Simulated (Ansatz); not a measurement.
# FeO (Wuestite): the cost of one run

Method: DFT PBE+U (U_eff = 4 eV on Fe 3d), scalar-relativistic, plane waves, PAW, in Ansatz 0.2.0.

The COD entry's cell or inner coordinates are ideal or old and differ from later refinements, so a difference from it is no clean test against experiment.

### Step 1. The structure to begin with

It takes space group Fm-3m (No. 225, cubic). Conventional cell: a = 4.405 Å, b = 4.405 Å, c = 4.405 Å, α = 90.00°, β = 90.00°, γ = 90.00°. Around Fe (site symmetry m-3m) lie 6 O at 2.20 Å. Around O (site symmetry m-3m) lie 6 Fe at 2.20 Å.

As a file:

```
CELL_PARAMETERS angstrom
0.00000 2.20255 2.20255
2.20255 0.00000 2.20255
2.20255 2.20255 0.00000
ATOMIC_POSITIONS crystal
Fe 0.00000 0.00000 0.00000
O 0.50000 0.50000 0.50000
```

An earlier run at PBE+U (U_eff = 4 eV on Fe 3d) left this cell at 10.685 Å³/atom and 0.01 GPa (10×10×10 mesh).

### Step 2. Coarse mesh, to find the state of the open shells

Input file input.yaml:

```yaml
crystal:
  lattice:
    - [0.0, 2.2025485815, -2.2025485815]
    - [0.0, 2.2025485815, 2.2025485815]
    - [4.405097163, 0.0, 0.0]
  atoms:
    - { symbol: Fe, position: [0.0, 0.0, 0.0], spin: 4.0 }
    - { symbol: O, position: [0.0, 1.0, 0.5] }
    - { symbol: Fe, position: [0.5, 0.5, 0.5], spin: 4.0 }
    - { symbol: O, position: [0.5, 1.5, 1.0] }
basis:
  ecutwfc: 420
  ecutrho_ratio: 4
kpoints:
  mp_grid: { grid: [5, 5, 3] }
hamiltonian:
  xc: pbe
  hubbard: { sites: [{ species: Fe, l: d, u_eff: 4.0 }] }
scf:
  occupations: { method: gaussian, width: 0.05 }
output:
  forces: true
  stress: true
  eigenvalues: true
  populations: true
  hubbard: { sites: [{ species: Fe, l: d }] }
magnetization:
  spin_polarized: true
```

Started as:

```
ansatz run input.yaml --threads 2 --pin off --max-ram 5120MiB --backend cpu --events-out ev --progress --plain --runs-dir out
```

Q: Estimate wall time and peak memory on 2 threads of Intel Xeon Platinum 8488C (Sapphire Rapids), shared host.

About 58 s, with a peak of 0.64 GiB.
